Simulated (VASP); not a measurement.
# Zr (P6_3/mmc) in VASP: notebook

The runs below take Zr through relaxation of cell and atoms, relaxation of shape and atoms at fixed volume, with LDA.

Program: VASP 6.6.1. These are calculated values, not measurements. Logs are shortened: lines on timing, memory, paths and dates and some standing lists are left out, and cuts for length are marked.

**1. Starting point**

It takes space group P6_3/mmc (No. 194, hexagonal). Conventional cell: a = 3.232 Å, b = 3.232 Å, c = 5.147 Å, α = 90.00°, β = 90.00°, γ = 120.00°. Zr (site symmetry -6m2) has 12 Zr at 3.18 to 3.23 Å as nearest neighbours.

**2. Relaxation of cell and atoms, LDA**

File INCAR:

```
SYSTEM = Zr
  ALGO = Normal
  EDIFF = 1E-6
  EDIFFG = -0.01
  ENCUT = 600
  GGA = CA
  IBRION = 2
  ISIF = 3
  ISMEAR = 1
  LASPH = .TRUE.
  LCHARG = .FALSE.
  LREAL = .FALSE.
  LWAVE = .FALSE.
  NELM = 80
  NSW = 90
  PREC = Accurate
  SIGMA = 0.1
```

File KPOINTS:

```
k-points
0
G
  15 15 7
  0 0 0
```

File POSCAR:

```
Zr
1.0
    3.2320000000      0.0000000000      0.0000000000
   -1.6160000000      2.7989941050      0.0000000000
    0.0000000000      0.0000000000      5.1470000000
Zr
2
Direct
    0.3333333333      0.6666666667      0.2500000000
    0.6666666667      0.3333333333      0.7500000000
```

Potentials or basis: VASP PAW LDA potentials, release 64 (Zr_sv).

The run is started by

```sh
$ cat potpaw_LDA.64/Zr_sv/POTCAR > POTCAR
$ mpirun -np 1 vasp_std > vasp.out
```

OUTCAR:

```text
SYSTEM = Zr
   EDIFF = 1E-6
   EDIFFG = -0.01
   ENCUT = 600
   GGA = CA
   IBRION = 2
   ISIF = 3
   ISMEAR = 1
   LASPH = .TRUE.
   LREAL = .FALSE.
   NELM = 80
   NSW = 90
   PREC = Accurate

 ion  position               nearest neighbor table
   1  0.333  0.667  0.250-   2 3.18   2 3.18   2 3.18   2 3.18   2 3.18   2 3.18
   2  0.667  0.333  0.750-   1 3.18   1 3.18   1 3.18   1 3.18   1 3.18   1 3.18

  LATTYP: Found a hexagonal cell.
 ALAT       =     3.2320000000
 C/A-ratio  =     1.5925123762

  Lattice vectors:

 A1 = (   3.2320000000,   0.0000000000,   0.0000000000)
 A2 = (  -1.6160000000,   2.7989941050,   0.0000000000)
 A3 = (   0.0000000000,   0.0000000000,   5.1470000000)

Analysis of symmetry for initial positions (statically):
=====================================================================
 Subroutine PRICEL returns:
 Original cell was already a primitive cell.

 Routine SETGRP: Setting up the symmetry group for a
 hexagonal supercell.

 Subroutine GETGRP returns: Found 24 space group operations
 (whereof 12 operations were pure point group operations)
 out of a pool of 24 trial point group operations.

The static configuration has the point symmetry D_3d.
 The point group associated with its full space group is D_6h.

Analysis of symmetry for dynamics (positions and initial velocities):
=====================================================================
 Subroutine PRICEL returns:
 Original cell was already a primitive cell.

 Routine SETGRP: Setting up the symmetry group for a
 hexagonal supercell.

 Subroutine GETGRP returns: Found 24 space group operations
 (whereof 12 operations were pure point group operations)
 out of a pool of 24 trial point group operations.

The dynamic configuration has the point symmetry D_3d.
 The point group associated with its full space group is D_6h.

 Subroutine INISYM returns: Found 24 space group operations
 (whereof 12 operations are pure point group operations),
 and found     1 'primitive' translations

----------------------------------------------------------------------------------------

                                     Primitive cell

  volume of cell :      46.5616

  direct lattice vectors                    reciprocal lattice vectors
     3.232000000  0.000000000  0.000000000     0.309405941  0.178635603  0.000000000
    -1.616000000  2.798994105  0.000000000     0.000000000  0.357271206  0.000000000
     0.000000000  0.000000000  5.147000000     0.000000000  0.000000000  0.194287935
[... 91 lines left out ...]
   ISYM   =      2    0-nonsym 1-usesym 2-fastsym
   POTIM  = 0.5000    time-step for ionic-motion
   TEBEG  =    0.0;   TEEND  =   0.0 temperature during run
   PSTRESS=    0.0 pullay stress
   NELECT =      24.0000    total number of electrons
   NUPDOWN=      -1.0000    fix difference up-down
   EMIN   =  10.00;   EMAX   =-10.00  energy-range for DOS
   EFERMI =   0.00;   METHOD = LEGACY
   ISMEAR =     1;   SIGMA  =   0.10  broadening in eV -4-tet -1-fermi 0-gaus
   EFERMI_NEDOS =   21; number of points for ismear=-14 and -15
   IALGO  =     38    algorithm
   IMIX   =      4    mixing-type and parameters
     AMIX     =   0.40;   BMIX     =  1.00
     AMIX_MAG =   1.60;   BMIX_MAG =  1.00
  volume/ion in A,a.u.               =      23.28       157.11
  Fermi-wavevector in a.u.,A,eV,Ry     =   1.312611  2.480475 23.442130  1.722948
  Thomas-Fermi vector in A             =   2.442991
   LORBIT       =      0    0 simple, 1 ext, 2 COOP (PROOUT), +10 PAW based schemes
   GGA     = CA    functional components
   LHFCALC =     F    Hartree Fock is set to
   AEXX    =    0.0000 exact exchange contribution
   IVDW    =     0    specifies the selected vdW correction
   LEPSILON=     F    determine dielectric tensor
   LRPA    =     F    only Hartree local field effects (RPA)
 conjugate gradient relaxation of ions
 non-spin polarized calculation
 Methfessel and Paxton  Order N= 1 SIGMA  =   0.10
  energy-cutoff  :      600.00
  volume of cell :       46.56
 maximum number of plane-waves:      1580
 NGX is ok and might be reduce to    28
   NGX = 13   NGY = 13   NGZ = 21

--------------------------------------- Ionic step        1  -------------------------------------------

 number of electron      24.0000000 magnetization

 Free energy of the ion-electron system (eV)
  ---------------------------------------------------
  ext. energy  EPLUGINS =         0.00000000
  ---------------------------------------------------
  free energy    TOTEN  =       -18.52766744 eV

  energy without entropy =      -18.52886644  energy(sigma->0) =      -18.52806711

------------------------ aborting loop because EDIFF is reached ----------------------------------------

  FORCE on cell =-STRESS in cart. coord.  units (eV):
  Direction    XX          YY          ZZ          XY          YZ          ZX
  --------------------------------------------------------------------------------------
  -------------------------------------------------------------------------------------
  Total       -1.8048347     -1.8048347     -1.6485092      0.0000000     -0.0000000      0.0000000
  in kB      -62.1041344    -62.1041344    -56.7249933      0.0000000     -0.0000000      0.0000000
  external PRESSURE =     -60.3110874 kB  Pullay stress =       0.0000000 kB
[... 23 lines left out ...]
--------------------------------------- Ionic step        2  -------------------------------------------

 number of electron      24.0000000 magnetization

 E-fermi :  10.3388     XC(G=0): -11.8974

 val. band max:       10.3373552024   @ k =   0.3333   0.2667   0.4286
 cond. band min:      10.3591396353   @ k =   0.2667   0.2667   0.2857
 fundamental gap:      0.0217844329
 Fermi energy:        10.3388207615

 k-point     1 :       0.0000    0.0000    0.0000
  band No.  band energies     occupation
      1     -38.0424      2.00000
      2     -37.7778      2.00000
      3     -16.9770      2.00000
      4     -15.6674      2.00000
      5     -15.6674      2.00000
      6     -15.4610      2.00000
[... 590 lines left out ...]
--------------------------------------- Ionic step        6  -------------------------------------------

 number of electron      24.0000000 magnetization

 Free energy of the ion-electron system (eV)
  ---------------------------------------------------
  ext. energy  EPLUGINS =         0.00000000
  ---------------------------------------------------
  free energy    TOTEN  =       -18.58548578 eV

  energy without entropy =      -18.58676863  energy(sigma->0) =      -18.58591340

 E-fermi :   9.5464     XC(G=0): -11.5937

 val. band max:        9.5428373933   @ k =   0.2667   0.2667   0.2857
 cond. band min:       9.5612882808   @ k =   0.3333   0.2667   0.2857
 fundamental gap:      0.0184508875
 Fermi energy:         9.5463803988

 k-point     1 :       0.0000    0.0000    0.0000
  band No.  band energies     occupation
      1     -38.9095      2.00000
      2     -38.7121      2.00000
      3     -17.6954      2.00000
      4     -16.6141      2.00000
      5     -16.6141      2.00000
      6     -16.4689      2.00000
[... 476 lines left out ...]
  FREE ENERGIE OF THE ION-ELECTRON SYSTEM (eV)
  ---------------------------------------------------
  free  energy   TOTEN  =       -18.5854857846 eV

  energy  without entropy=      -18.5867686297  energy(sigma->0) =      -18.58591340

 reached required accuracy - stopping structural energy minimisation
```

OSZICAR:

```text
N       E                     dE             d eps       ncg     rms          rms(c)
DAV:   1     0.238457682710E+03    0.23846E+03   -0.14602E+04  3456   0.166E+03
DAV:   2    -0.359569469867E+01   -0.24205E+03   -0.23959E+03  4344   0.441E+02
DAV:   3    -0.190053656226E+02   -0.15410E+02   -0.15293E+02  6520   0.848E+01
DAV:   4    -0.193124510559E+02   -0.30709E+00   -0.30705E+00  3856   0.132E+01
[... 48 lines left out ...]
DAV:   1    -0.185882931550E+02   -0.30222E-02   -0.17299E-01  3456   0.391E+00    0.294E-01
DAV:   2    -0.185861141550E+02    0.21790E-02   -0.54799E-03  4032   0.591E-01    0.138E-01
DAV:   3    -0.185854826640E+02    0.63149E-03   -0.24914E-03  4664   0.357E-01    0.228E-02
DAV:   4    -0.185854856023E+02   -0.29383E-05   -0.40244E-05  4040   0.631E-02    0.103E-02
DAV:   5    -0.185854857846E+02   -0.18231E-06   -0.24028E-06  3416   0.127E-02
   6 F= -.18585486E+02 E0= -.18585913E+02  d E =-.104775E-02
```

CONTCAR:

```text
Zr
   1.00000000000000
     3.1490788353916330   -0.0000000000000000    0.0000000000000000
    -1.5745394176958165    2.7271822699401591   -0.0000000000000000
     0.0000000000000000   -0.0000000000000000    5.0806419120832391
  Zr
     2
Direct
     0.3333333332999970    0.6666666667000030    0.2500000000000000
     0.6666666667000030    0.3333333332999970    0.7500000000000000

  0.00000000E+00  0.00000000E+00  0.00000000E+00
  0.00000000E+00  0.00000000E+00  0.00000000E+00
```

Run time: 4.7 min. Hardware: 1 thread of Intel Xeon Platinum 8488C (Sapphire Rapids), shared host; peak memory 0.22 GiB.

Results:

* Free energy: -18.5855 eV
* Relaxed volume: 21.82 Å³/atom
* Relaxed cell: a = 3.149 Å, b = 3.149 Å, c = 5.081 Å, α = 90.00°, β = 90.00°, γ = 120.00°
* Space group after relaxing (to 0.05 Å): P6_3/mmc (No. 194)
* Energy gained by relaxing: 28.9 meV/atom
* Ionic steps: 6
* Pressure after relaxing: 0.0 GPa
* Band gap on the k mesh: none (metal or under the smearing width)

The path:
```
step  energy change (eV)  largest force (eV/Å)  pressure (GPa)  volume (Å³)
   1              0.0000                0.0000           -6.03        46.56
   2              0.0062                0.0000            7.62        40.90
   3             -0.0568                0.0000           -0.04        43.71
   4             -0.0568                0.0000            0.08        43.66
   5             -0.0576                0.0000            0.05        43.65
   6             -0.0578                0.0000            0.03        43.63
```

Final structure:
```yaml
crystal:
  lattice:
    - [3.14908, 0.00000, 0.00000]
    - [-1.57454, 2.72718, 0.00000]
    - [0.00000, 0.00000, 5.08064]
  atoms:
    - { symbol: Zr, position: [0.33333, 0.66667, 0.25000] }
    - { symbol: Zr, position: [0.66667, 0.33333, 0.75000] }
```

LDA usually gives volumes a few per cent too small. Zero-point motion and thermal expansion aren't in these numbers.

**3. Relaxation of cell and atoms, LDA**

This run uses another cell than the first one, of 21.82 Å³/atom, 0.937 times its volume.

Changes to INCAR since step 2:

```diff
@@ -2,4 +2,4 @@
   ALGO = Normal
-  EDIFF = 1E-6
-  EDIFFG = -0.01
+  EDIFF = 1E-7
+  EDIFFG = -0.005
   ENCUT = 600
```

KPOINTS is that of step 2.

File POSCAR:

```
Zr                                      
1.0
    3.1490788354     -0.0000000000      0.0000000000
   -1.5745394177      2.7271822699     -0.0000000000
    0.0000000000     -0.0000000000      5.0806419121
  Zr            
     2
Direct
     0.3333333332999970    0.6666666667000030    0.2500000000000000
     0.6666666667000030    0.3333333332999970    0.7500000000000000
```

Potentials or basis: VASP PAW LDA potentials, release 64 (Zr_sv).

The run is started by

```sh
$ cat potpaw_LDA.64/Zr_sv/POTCAR > POTCAR
$ mpirun -np 1 vasp_std > vasp.out
```

Run time: 1.7 min. Hardware: 1 thread of Intel Xeon Platinum 8488C (Sapphire Rapids), shared host; peak memory 0.2 GiB.

It converged, with:

```yaml
Free_energy: -18.5845 eV
Relaxed_volume: 21.83 Å³/atom
Relaxed_cell: a = 3.149 Å, b = 3.149 Å, c = 5.082 Å, α = 90.00°, β = 90.00°, γ = 120.00°
Space_group_after_relaxing_to_0.05_Å: P6_3/mmc (No. 194)
Energy_gained_by_relaxing: 0.0 meV/atom
Ionic_steps: 2
Pressure_after_relaxing: 0.0 GPa
Band_gap_on_the_k_mesh: none (metal or under the smearing width)
```

Final structure:
```cif
data_structure
_symmetry_space_group_name_H-M 'P 1'
_symmetry_Int_Tables_number 1
_cell_length_a 3.1493
_cell_length_b 3.1493
_cell_length_c 5.0822
_cell_angle_alpha 90.000
_cell_angle_beta 90.000
_cell_angle_gamma 120.000
_cell_volume 43.65
loop_
_atom_site_label
_atom_site_type_symbol
_atom_site_fract_x
_atom_site_fract_y
_atom_site_fract_z
_atom_site_occupancy
Zr1 Zr 0.33333 0.66667 0.25000 1
Zr2 Zr 0.66667 0.33333 0.75000 1
```

Levels at points of the mesh, in eV from the Fermi level:
```csv
k point,band 10,band 11,band 12,band 13,band 14,band 15
"(0.00, 0.00, 0.00)",-3.23,0.85,0.85,0.88,1.40,1.57
```

**4. Relaxation of shape and atoms at fixed volume, LDA (a relaxed cell with its volume scaled by 0.94)**

File INCAR:

```
SYSTEM = Zr
  ALGO = Fast
  EDIFF = 1E-7
  EDIFFG = -0.01
  ENCUT = 600
  GGA = CA
  IBRION = 2
  ISIF = 4
  ISMEAR = 1
  LASPH = .TRUE.
  LCHARG = .FALSE.
  LREAL = .FALSE.
  LWAVE = .FALSE.
  NELM = 80
  NSW = 40
  PREC = Accurate
  SIGMA = 0.1
```

KPOINTS is that of step 3.

File POSCAR:

```
Zr                                      
1.0
    3.0849864258      0.0000000000      0.0000000000
   -1.5424932129      2.6716766150     -0.0000000000
    0.0000000000      0.0000000000      4.9784806330
  Zr            
     2
Direct
     0.3333333332999970    0.6666666667000030    0.2500000000000000
     0.6666666667000030    0.3333333332999970    0.7500000000000000
```

The run is started by

```sh
$ cat potpaw_LDA.64/Zr_sv/POTCAR > POTCAR
$ mpirun -np 1 vasp_std > vasp.out
```

Wall time 4.2 min (1 thread of Intel Xeon Platinum 8488C (Sapphire Rapids), shared host); peak memory 0.21 GiB.

Results (log left out):

| Property | Result |
| --- | --- |
| Free energy | -18.5294 eV |
| Energy gained by relaxing | 0.5 meV/atom |
| Ionic steps | 3 |
| Pressure after relaxing | 7.0 GPa |
| Band gap on the k mesh | none (metal or under the smearing width) |

The path:
| step | energy change (eV) | largest force (eV/Å) | pressure (GPa) |
| --- | --- | --- | --- |
| 1 | 0.0000 | 0.0000 | 7.08 |
| 2 | -0.0008 | 0.0000 | 7.00 |
| 3 | -0.0010 | 0.0000 | 6.95 |

Final structure:
```
Zr
1.0
     3.07393    0.00000    0.00000
    -1.53697    2.66210    0.00000
     0.00000    0.00000    5.01435
Zr
2
Direct
  0.33333 0.66667 0.25000
  0.66667 0.33333 0.75000
```

Levels at points of the mesh, in eV from the Fermi level:
```tsv
k point	band 8	band 9	band 10	band 11	band 12	band 13	band 14	band 15	band 16
(0.00, 0.00, 0.00)	-25.78	-5.82	-3.39	0.78	0.87	0.87	1.60	1.63	1.63
```

**5. Relaxation of shape and atoms at fixed volume, LDA (a relaxed cell with its volume scaled by 0.96)**

INCAR is that of step 4.

KPOINTS is that of step 4.

File POSCAR:

```
Zr                                      
1.0
    3.1067123982      0.0000000000      0.0000000000
   -1.5533561991      2.6904918590     -0.0000000000
    0.0000000000      0.0000000000      5.0135415109
  Zr            
     2
Direct
     0.3333333332999970    0.6666666667000030    0.2500000000000000
     0.6666666667000030    0.3333333332999970    0.7500000000000000
```

The run is started by

```sh
$ cat potpaw_LDA.64/Zr_sv/POTCAR > POTCAR
$ mpirun -np 1 vasp_std > vasp.out
```

It took 4.5 min on 1 thread of Intel Xeon Platinum 8488C (Sapphire Rapids), shared host; peak memory 0.21 GiB.

Results (log left out):

```yaml
Free_energy: -18.5607 eV
Energy_gained_by_relaxing: 0.2 meV/atom
Ionic_steps: 3
Pressure_after_relaxing: 4.4 GPa
Band_gap_on_the_k_mesh: none (metal or under the smearing width)
```

The path:
```tsv
step	energy change (eV)	largest force (eV/Å)	pressure (GPa)
1	0.0000	0.0000	4.49
2	-0.0004	0.0000	4.44
3	-0.0005	0.0000	4.42
```

Final structure:
```yaml
crystal:
  lattice:
    - [3.09933, 0.00000, 0.00000]
    - [-1.54966, 2.68410, 0.00000]
    - [0.00000, 0.00000, 5.03746]
  atoms:
    - { symbol: Zr, position: [0.33333, 0.66667, 0.25000] }
    - { symbol: Zr, position: [0.66667, 0.33333, 0.75000] }
```

Levels at points of the mesh, in eV from the Fermi level:
| k point | band 8 | band 9 | band 10 | band 11 | band 12 | band 13 | band 14 | band 15 | band 16 |
| --- | --- | --- | --- | --- | --- | --- | --- | --- | --- |
| (0.00, 0.00, 0.00) | -25.85 | -5.80 | -3.34 | 0.82 | 0.86 | 0.86 | 1.53 | 1.61 | 1.61 |

**6. The runs side by side**

```tsv
task	cell	gap on the mesh (eV)	pressure (GPa)
relaxation of cell and atoms	relaxed	none	0.0
relaxation of shape and atoms at fixed volume	atoms relaxed at fixed volume from: a relaxed cell with its volume scaled by 0.94	none	7.0
relaxation of shape and atoms at fixed volume	atoms relaxed at fixed volume from: a relaxed cell with its volume scaled by 0.96	none	4.4
```

Alike in all rows: level LDA; potentials or basis VASP PAW LDA potentials, release 64 (Zr_sv); no spin polarisation; k mesh 15 × 15 × 7; cutoff (eV) 600; smearing methfessel-paxton 0.1 eV.

Total energies depend on the potentials used, so only differences within one code and one set of settings carry meaning.
